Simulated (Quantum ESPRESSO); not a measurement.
Eu:

```
Eu
1.0
    -2.30300    2.30300    2.30300
     2.30300   -2.30300    2.30300
     2.30300    2.30300   -2.30300
Eu
1
Direct
  0.00000 0.00000 0.00000
```

| Item | Value |
| --- | --- |
| Program | Quantum ESPRESSO 7.5 |
| Task | single point |
| Functional | PBE |
| Potentials or basis | SSSP 1.3 efficiency PBE |
| Cutoff | 748 eV |
| Density cutoff | 5987 eV |
| k mesh | 8 × 8 × 8 |
| Occupations | fermi-dirac, width 0.05 eV |
| Spin | collinear spin, ferromagnetic start |
| Starting moments | [7.0] μB |

On this cell: pressure -2.0 GPa; net moment 7.38 μB per cell; site moments Eu +7.08 μB; band gap on the k mesh none (metal or under the smearing width).

The same run follows on a disturbed copy (cell strained at random at fixed volume):

```
Eu
1.0
    -2.34230    2.25988    2.31282
     2.30890   -2.28395    2.30349
     2.34614    2.28779   -2.33690
Eu
1
Direct
  0.98114 0.99755 0.99126
```

**Question.** What does the disturbed cell give?

**Answer.** The energy (extrapolated to zero smearing) moves by +0.7 meV/atom; pressure -2.1 GPa; net moment 7.38 μB per cell; site moments Eu +7.08 μB; band gap on the k mesh none (metal or under the smearing width).

Stress tensor (GPa, compression positive):
```
-2.07 -0.02  0.18
-0.02 -2.02  0.13
 0.18  0.13 -2.06
```

Caveats: spin-orbit coupling is left out, which moves the levels of the heavy elements.
